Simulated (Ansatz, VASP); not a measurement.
One calculation of Zr, two programs

```
CELL_PARAMETERS angstrom
3.12107 0.00000 0.00000
-1.56053 2.70292 0.00000
0.00000 0.00000 5.06339
ATOMIC_POSITIONS crystal
Zr 0.33333 0.66667 0.25000
Zr 0.66667 0.33333 0.75000
```

Alike in both runs: task single point; functional PBEsol; k mesh 15 × 15 × 8; occupations fermi-dirac, width 0.1 eV; no spin polarisation.

|  | VASP | Ansatz |
| --- | --- | --- |
| version | VASP 6.6.1 | Ansatz 0.2.0 |
| potentials or method | VASP PAW PBE potentials, release 64 (Zr_sv) | scalar-relativistic, plane waves, PAW |
| plane-wave cutoff (eV) | 520 | 420 |
| valence electrons in the cell | 24 | 24 |

```csv
,VASP,Ansatz,Ansatz less VASP
gap on the k mesh at the Fermi level (eV),none,none,-
pressure (GPa),5.4,5.3,-0.07
```

A gap of «none» marks a metal or a gap that the smearing closes. The functional is the same, so the differences come from potentials, cutoffs and numerics.

Caveats: the PAW data sets were made with another functional, which shifts forces and pressure a little (VASP).
